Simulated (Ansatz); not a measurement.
**AgCl: elastic constants from stress and strain**

```yaml
crystal:
  lattice:
    - [0.00000, 2.80520, 2.80520]
    - [2.80520, 0.00000, 2.80520]
    - [2.80520, 2.80520, 0.00000]
  atoms:
    - { symbol: Ag, position: [0.00000, 0.00000, 0.00000] }
    - { symbol: Cl, position: [0.50000, 0.50000, 0.50000] }
```

Atoms are numbered in the order listed.

The structure comes from a relaxation in the same program, started in the rocksalt type, and has space group Fm-3m. Whether it is a known phase or the ground state wasn't checked.

The calculation used Ansatz 0.2.0, DFT, PBE, all-electron LAPW, scalar-relativistic.

Sampling and basis: a Γ-centred 12×12×12 k mesh, Fermi–Dirac smearing of 0.08 eV, basis error target 0.5 meV/atom, no spin polarisation.

The unstrained cell is at 0.02 GPa. Large strains and very small stresses are left out. Each strain is applied once, with fractional coordinates held (clamped ions), and σ below is the change of stress, positive in tension. One finite strain gives stress–strain coefficients at this pressure with an error of the order of the strain times third-order constants, a few per cent for each per cent of strain.

Problem. Estimate the stiffness probed by this change, and the stress that it gives: z strained by -1.5 % at fixed volume.

Solution. σzz − σxx = -0.36 GPa and εzz − εxx = -0.0226, so C11 − C12 = (σzz − σxx)/(εzz − εxx) = 16 GPa.

Problem. Scaling the volume by 0.9800 and 1.0200 gives 0.92 GPa and -0.77 GPa. Combine this with the best C11 − C12 to estimate C11 and C12.

Solution. B = −ΔP/Δln V = 42.1 GPa = (C11 + 2 C12)/3; with C11 − C12 = 16.1 GPa, C11 = B + (2/3)(C11 − C12) = 53 GPa and C12 = B − (C11 − C12)/3 = 37 GPa.
